**Q:** I am following the levels of aluminium from the centre of its reciprocal cell, Γ, towards the middle of a face, L. At Γ the first empty level lies 12.6 eV above the Fermi energy, and at the next point only 2.6 eV above it. Does that level stay empty further along the line?

**A:** Start with the sizes. The occupied valence levels spread over about 11 eV, while the lattice splits levels by only one or two eV. Aluminium's outer electrons therefore move nearly as free waves, and we can work out much of the answer with a parabola.

Kohn–Sham levels of fcc aluminium, calculated with exciting (release sodium) using the mPWPW91 functional and all-electron LAPW+lo, without spin polarisation or spin–orbit coupling. The k mesh is 11 × 11 × 11, with Gaussian smearing of 0.05 eV. Energies are counted from the Fermi energy, and the third reciprocal coordinate, point c, is 0 throughout.

```tsv
point a (reciprocal cell vector)	point b (reciprocal cell vector)	level point (row)	level under 4 (eV)	level under 3 (eV)	level under 2 (eV)	level under 1 (eV)	level over 1 (eV)	level over 2 (eV)
0.0000	0.0000	1	-65.07	-65.07	-65.07	-11.107	12.563	12.563
0.2727	0.0000	2	-65.08	-65.07	-65.07	-9.107	2.572	10.756
0.3636	0.0000	?	?	?	?	?	?	?
0.4545	0.0000	?	?	?	?	?	?	?
0.2727	0.2727	5	-65.08	-65.07	-65.07	-8.447	7.072	7.112
0.7273	0.2727	6	-65.08	-65.08	-65.07	-5.836	0.489	1.989
0.6364	0.3636	7	-65.08	-1.90	-1.71	-0.254	6.676	8.377
```

**Q:** How do I read the columns? At the last point "level under 3" is −1.90 eV, but elsewhere it is near −65 eV.

**A:** The columns count outwards from the Fermi energy, so they don't follow one band from row to row. The levels near −65 eV are 2p core levels. At the last point three valence bands lie under the Fermi energy and push the core levels out of that column. At the other points with printed levels, only one valence band is occupied. "Point a" and "point b" are coordinates along two reciprocal cell vectors, and L lies at point a = 0.5, point b = 0.

**Q:** If the electrons are nearly free, why are there several bands at all? A free electron has a single parabola.

**A:** The parabola is folded. In a crystal, waves whose wave vectors differ by a reciprocal lattice vector carry the same label k, so each label collects many waves. Towards L the lowest wave has the wave vector k itself, with length x, where x stands for point a and one whole reciprocal vector counts as 1. The next has k shifted back by that whole vector, which leaves a length of 1 − x. A longer wave vector means a shorter wavelength and more kinetic energy. As x grows, the first wave therefore climbs, while the second comes down. They would meet at L, where both lengths are one half.

**Q:** So the falling empty level is the second wave. Can I calculate where it is at x = 0.3636?

**A:** Yes. The volume of the cell sets the energy scale, 9.17 eV, and the squared length of this reciprocal vector brings a factor of 3. The kinetic energy of the second wave is then 3 × 0.6364² × 9.17 eV, or about 11.1 eV. Since Γ lies 11.1 eV below the Fermi energy, the bare parabola puts this level almost exactly on the Fermi energy, about 0.04 eV above it when the digits are kept.

**Q:** That is too close to call. What does the bare parabola leave out?

**A:** It leaves out the lattice potential, which mixes the waves. Two waves of equal kinetic energy split at once, one going up and the other down. Two waves of different energy only push each other apart, by roughly the coupling squared divided by their distance. A low wave has most of its partners above it, so the net push is downwards. The push should grow as the wave climbs towards those partners.

**Q:** Do the numbers show that?

**A:** They show the pattern, but this push explains only a small part of its size. At x = 0.2727 the first band has risen from Γ by 97.7% of the free-electron value. The second band, which is much higher, has risen by only 94.0%. The splitting of equal waves can be seen at point a = 0.7273, where two waves have the same kinetic energy but the levels lie at 0.489 and 1.989 eV. Half of that splitting, 0.75 eV, measures the coupling. The second band at x = 0.2727 has three partners of the same kind about 10 eV higher, and together they push it down by only 0.2 eV or so. Yet it lies 0.9 eV below the bare parabola. Most of the reduction probably comes from the inner region of the atoms, where the net pull on a wave depends on its kinetic energy. The table can't show that part separately.

**Q:** Then I should use a slightly reduced parabola.

**A:** Yes, with a reduction that grows steadily with kinetic energy. The level at Γ and the two bands at x = 0.2727 fix it completely, so those levels are reproduced by construction. For the doubtful level the kinetic energy lies between those of the two bands, nearer the upper one, and the percentage comes out at 95.0. The rise is 0.950 × 11.15 = 10.59 eV, which from −11.11 eV leads to −0.52 eV. The change of sign needs care, because the bare parabola was set against the computed Fermi energy. If the three valence electrons of each atom were entirely free, they would fill the parabola to about half an eV above that mark, and this level would be occupied as well. The reduction lowers the Fermi energy along with the level, so both should come from the same picture.

**Q:** How far would you trust that sign?

**A:** Fairly far, because the reduced parabola can be tried on points that didn't shape it. Off this line, at point b = 0.2727, it meets the first band to within 0.01 eV at both points. At the last point of the table, where three waves lie close together, it misses the first band by 0.05 eV. For the mean of the split pair it is 0.10 eV too low. I therefore allow 0.05 eV for the first band and 0.15 eV for the second, which still leaves the doubtful level occupied.

**Q:** Then write down the forecasts, including the level that becomes the first empty one.

**A:** These are in eV from the Fermi energy:

- At x = 0.3636 the first band lies at −7.57 ± 0.05 and the second at −0.52 ± 0.15.
- At x = 0.4545 the first band lies at −5.61 ± 0.05 and the second at −3.26 ± 0.15.
- At both points the third band is the first empty level, at 9.5 ± 1.5.
- The 2p levels stay near −65.1.

The value for the third band is a rough guess. It starts from 10.756 eV at x = 0.2727 and supposes that the fall seen since Γ goes on. I make no forecast for the second empty level.

The withheld rows as computed:

```tsv
point a (reciprocal cell vector)	point b (reciprocal cell vector)	level point (row)	level under 4 (eV)	level under 3 (eV)	level under 2 (eV)	level under 1 (eV)	level over 1 (eV)	level over 2 (eV)
0.3636	0.0000	3	-65.07	-65.07	-7.57	-0.525	10.712	10.712
0.4545	0.0000	4	-65.07	-65.07	-5.62	-3.261	11.036	11.036
```

**Q:** The second band is occupied at both points.

**A:** Yes, at −0.525 and −3.261 eV, and the first band is where we expected it too. These four levels agree with the forecasts to within 0.01 eV, much better than the error bars. Set against the computed Fermi energy, the bare parabola would have left the second band just empty at the first of the two points. The band crosses the Fermi energy between x = 0.2727 and x = 0.3636, and there the Fermi surface cuts this line. "Level under 1" now holds the second band, so reading straight down that column would join two different bands.

**Q:** Why did the forecast work so much better here than for the split pair?

**A:** The reduction was fixed on this same line, so it already contains the push from the three partners higher up. The mixing within the pair moves its two levels equally far up and down, which splits them but leaves their mean alone. What differs there is the push from outside. Each wave of the pair has only two other near partners of the same kind, about 20 eV higher instead of 10. They push it down by about 0.1 eV less, which is roughly the amount by which the parabola was too low. On our line each level is still mainly one wave. Even at x = 0.4545 the first two bands are 2.4 eV apart. Had they been coupled as strongly as the pair, they would have pushed each other apart by some tenths of an eV more than the parabola allows. No such push appears, which suggests that the coupling between these two waves is weaker.

**Q:** May I then continue the parabola to L itself?

**A:** You may use it for the middle of the two levels, but not for the gap between them. At L the two waves have equal kinetic energy, so even a weak coupling splits them in full. A single smooth parabola gives no splitting there. The mesh stops short of L, and the size of that gap has to come from a calculation at the point itself.

**Q:** And the third band?

**A:** That guess was poorer. At x = 0.3636 the computed level is 10.71 eV, inside the range but well above its middle. At x = 0.4545 it is 11.04 eV, just outside the range. The band had almost stopped falling and then rose, whereas I had supposed that it would go on down.

**Q:** Could the free-electron picture have warned us?

**A:** It could have, had I used it for this band as well. The lowest waves above the first two come from three other reciprocal vectors, which point sideways to our line. Moving along the line first shortens the wave vectors of these waves and then lengthens them, with the turning point at x = 1/3. Between the two revealed points their bare kinetic energy rises by about 0.4 eV, and the computed level rises by about 0.3 eV. The bare parabola gives only the direction here, not the height: it puts this level about 2.7 eV too high at both points. The reduced parabola, continued this far up, would take away more than 2 eV of that. Mixing among the several waves that lie close in energy here may account for the rest. This explanation comes after the fact, but the turning point needs only the geometry of the lattice.

**Q:** What should I do first when I meet another line in a metal like this?

**A:** List the waves that share each k and order them by kinetic energy. A wave that stands alone follows the parabola to within a few per cent, and its band climbs where its wave vector grows longer and falls where it grows shorter. Where two or three waves come close in energy, expect a splitting that the parabola lacks. Then compare each level with a Fermi energy from the same picture, because a mismatch of half an eV, small beside the width of the band, can make a filled level look empty. The printed analysis below sets the bare and the reduced parabola, which it calls "bent", beside the computed levels.

The analysis program printed:

```
Valence bands and first-band model in eV from the Fermi energy:
     row  occupied bands  band 1  band 2  band 3  bare band 1  bent band 1  bent less computed
     0.0               1  -11.11   12.56   12.56       -11.11       -11.11                   0
  0.2727               1  -9.107   2.572   10.76       -9.061       -9.107                   0
  0.3636               2   -7.57  -0.525   10.71       -7.469       -7.569            0.001157
  0.4545               2   -5.62  -3.261   11.04       -5.422       -5.614            0.006418
  0.2727               1  -8.447   7.072   7.112       -8.378       -8.446            0.001074
  0.7273               1  -5.836   0.489   1.989        -5.65        -5.83             0.00641
  0.6364               3    -1.9   -1.71  -0.254       -1.405       -1.849             0.05134
Kinetic energy scale (2 pi over a) squared in eV: 9.173
Point 2 first band rise from Gamma in percent of free electrons: 97.73
Point 2 second band rise from Gamma in percent of free electrons: 93.97
Point 6 splitting of bands 2 and 3 in eV: 1.5
Point 6 bent model less mean of bands 2 and 3 in eV: -0.1012
Point 7 bent model less computed for the mean of three bands in eV: -0.04609
Error bar of first-band forecasts in eV: 0.05
Error bar of second-band forecasts in eV: 0.15
Point 3 second band bare free electrons in eV: 0.03814
Point 3 second band forecast in eV: -0.5194
Point 3 second band computed in eV: -0.525
Point 3 second band forecast less computed in eV: 0.005626
Point 4 second band bare free electrons in eV: -2.918
Point 4 second band forecast in eV: -3.255
Point 4 second band computed in eV: -3.261
Point 4 second band forecast less computed in eV: 0.005811
Point 3 third band forecast 9.5 with error bar 1.5 less computed in eV: -1.212
Point 4 third band forecast 9.5 with error bar 1.5 less computed in eV: -1.536
```
